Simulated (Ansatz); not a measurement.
Relax this structure to zero stress and force, keeping its symmetry:

Space group P4/mbm (No. 127). a = 7.103 Å, b = 7.103 Å, c = 3.714 Å, α = 90.00°, β = 90.00°, γ = 90.00°
```
atom site symmetry x y z
  Zr    4h m.2m  0.1741  0.6741  0.5000
  Zr    2a     4/m..  0.0000  0.0000  0.0000
  Si    4g m.2m  0.6219  0.1219  0.0000
```

All numbers below come from DFT PBEsol, scalar-relativistic, plane waves, PAW (Ansatz).

Plane waves to 420 eV, a k mesh through Γ of 6×6×10 on the computed 10-atom cell and Gaussian smearing (0.10 eV); no spin polarisation.

Question: What does it relax to?

Answer: The volume decreases by 0.54 Å³/atom to 18.19 Å³/atom, and the energy falls by 7.2 meV/atom. Final structure:
Space group P4/mbm (No. 127). a = 7.066 Å, b = 7.066 Å, c = 3.644 Å, α = 90.00°, β = 90.00°, γ = 90.00°
```tsv
atom	site	symmetry	x	y	z
Zr	4h	m.2m	0.1745	0.6745	0.5000
Zr	2a	4/m..	0.0000	0.0000	0.0000
Si	4g	m.2m	0.6224	0.1224	0.0000
```

Course of the relaxation (steps run on the plane waves of an earlier cell, and the basis is chosen afresh near the end, so energy and pressure can step there; trial steps that raised the energy were taken back; energies are free energies):

```tsv
step	E − E_final (meV/atom)	largest force component (eV/Å)	P (GPa)	V (Å³/atom)
1	7.2	0.072	-3.77	18.74
2	26.6	0.149	8.78	17.21
3	0.0	0.018	-0.35	18.25
4	-0.1	0.011	-0.03	18.20
5	-0.1	0.005	0.01	18.19
6	0.0	0.005	0.01	18.19
```